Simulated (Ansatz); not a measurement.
# Ga: the cost of one run

Method: DFT PBE, scalar-relativistic, plane waves, PAW, in Ansatz 0.2.0.

### Step 1. The system as given

It takes space group P2/c (No. 13, monoclinic). The conventional cell has a = 2.766 Å, b = 27.970 Å, c = 4.255 Å, α = 90.00°, β = 128.50°, γ = 90.00°. Ga (site symmetry 2) is surrounded by 6 Ga at 2.77 to 2.92 Å. Around Ga (site symmetry 2) lie 8 Ga at 2.69 to 2.92 Å.

As a file:

```cif
data_structure
_symmetry_space_group_name_H-M 'P2/c'
_symmetry_Int_Tables_number 13
_cell_length_a 2.7660
_cell_length_b 27.9696
_cell_length_c 4.2548
_cell_angle_alpha 90.000
_cell_angle_beta 128.498
_cell_angle_gamma 90.000
_cell_volume 257.62
loop_
_atom_site_label
_atom_site_type_symbol
_atom_site_symmetry_multiplicity
_atom_site_Wyckoff_symbol
_atom_site_fract_x
_atom_site_fract_y
_atom_site_fract_z
_atom_site_occupancy
Ga1 Ga 2 e 0.00000 0.67822 0.75000 1
Ga2 Ga 2 e 0.00000 0.60970 0.25000 1
Ga3 Ga 2 f 0.50000 0.53426 0.75000 1
```

Slab cut from the bulk at the bulk's listed lattice constants, lower half held.

### Step 2. Relaxing the atoms

Contents of input.yaml:

```yaml
crystal:
  lattice:
    - [2.766, 0.0, 0.0]
    - [0.11745, 3.32993, 0.0]
    - [0.0, 0.0, 27.9696139586]
  atoms:
    - { symbol: Ga, position: [0.5, 0.25, 0.3217777697] }
    - { symbol: Ga, position: [0.0, 0.75, 0.3903026298] }
    - { symbol: Ga, position: [0.0, 0.25, 0.4657375699] }
    - { symbol: Ga, position: [0.5, 0.75, 0.5342624301] }
    - { symbol: Ga, position: [0.5, 0.25, 0.6096973702] }
    - { symbol: Ga, position: [0.0, 0.75, 0.6782222303] }
basis:
  ecutwfc: 420.0
  fft_grid_basis: typed
kpoints:
  mp_grid: { grid: [9, 8, 1] }
hamiltonian:
  xc: pbe
  pseudopotentials: { kind: paw }
scf:
  occupations: { method: gaussian, width: 0.1 }
output:
  forces: true
  eigenvalues: true
efield:
  axis: 3
  dipole_correction: true
  ramp_width: 0.04
relax:
  adjacent_minimum: "off"
  f_tol: 0.04
  max_steps: 40
  constraints: [{ sites: [0, 1, 2] }]
```

On the command line:

```sh
> ansatz run input.yaml --threads 1 --pin off --max-ram 2211MiB --backend cpu --events-out ev --progress --plain --runs-dir out
```

**Question.** How long does this run take on 1 thread of Arm Neoverse N1, shared host, and how much memory does it need?

About 3 min, with a peak of 0.6 GiB.
